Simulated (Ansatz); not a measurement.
## MgS: energy along a strain

MgS, F-43m, a = 5.666 Å (as given, not relaxed at this level: -2.2 GPa). This isn't the usual stable structure of the compound. Ansatz: LDA, PAW, 420 eV, Γ-centred 8×8×8 mesh on 2 atoms, Gaussian smearing 0.05 eV; no spin polarisation. Cell vectors (Å): 0.000 2.833 2.833; 2.833 0.000 2.833; 2.833 2.833 0.000. The cell is strained by x per cent times the pattern (0 0 0 0 0 1) in the order xx yy zz yz xz xy (engineering shears), with fractional coordinates held. y is the free energy over the start, V0 = 22.740 Å³/atom. Symmetry makes y even in x. Points with a strain past 8.5 % were computed too (2) and aren't used here.

| x (%) | y (meV/atom) |
| --- | --- |
| -5.00 | 8.58 |
| 0.00 | 0.00 |
| 2.50 | ? |
| 6.25 | 13.42 |
| 7.50 | 19.36 |

Problem. Fit y = c2 x² + c4 x⁴ to the other rows, get the stiffness along the pattern, and predict the missing energy.

Solution. Least squares on the rows shown. y = 0.34231 x² + 3.3015×10⁻⁵ x⁴. The clamped-ion stiffness p·C·p = 2 × 3.423 eV × 160.2 / 22.740 Å³ = 48 GPa, which is C66 in these axes (C44 of the cubic crystal) (second derivative at the start, which stands under stress). At x = 2.50 the fit asked for gives 2.14 meV/atom. The run gave 2.14 meV/atom, the same to the digits shown.

Cost: 7 runs of about 0.76 core-minutes in all, on Arm Neoverse N1 (shared hosts).